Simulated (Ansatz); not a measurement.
A run of Ansatz 0.2.0:

Contents of input.yaml:

```yaml
crystal:
  lattice:
    - [0.0, 2.25676728, 2.25676728]
    - [2.25676728, 0.0, 2.25676728]
    - [2.25676728, 2.25676728, 0.0]
  atoms:
    - { symbol: Al, position: [0.75, 0.75, 0.75] }
    - { symbol: Cu, position: [0.0, 0.0, 0.0] }
hamiltonian:
  xc: pbesol
  pseudopotentials: { kind: paw }
kpoints:
  mp_grid: { grid: [10, 10, 10] }
  band_path:
    path:
      - [[0.0, 0.0, 0.0], [0.5, 0.0, 0.5], [0.5, 0.25, 0.75], [0.375, 0.375, 0.75], [0.0, 0.0, 0.0], [0.5, 0.5, 0.5], [0.625, 0.25, 0.625], [0.5, 0.25, 0.75], [0.5, 0.5, 0.5], [0.375, 0.375, 0.75]]
      - [[0.625, 0.25, 0.625], [0.5, 0.0, 0.5]]
    npoints: 14
scf:
  occupations: { method: fermi_dirac, width: 0.05 }
  n_extra_bands: 6
output:
  forces: true
  stress: true
  eigenvalues: true
  fatbands: false
  write_density: true
  write_potential: true
  elf: true
  volumetric_format: npy
```

Potentials or basis: Ansatz PAW.

Command:

```console
$ ansatz run input.yaml --threads 2 --pin off --max-ram 5632MiB --backend cpu --events-out ev --progress --plain --runs-dir out
```

Hardware: 2 threads of Arm Neoverse V2, on a shared host.

Question: Estimate the wall time of this run.

Answer: Run time: 2.4 s on 2 threads of Arm Neoverse V2, on a shared host, peak memory 0.3 GiB. Counts: scf iterations 6, plane waves 459, k points 47, bands 17.
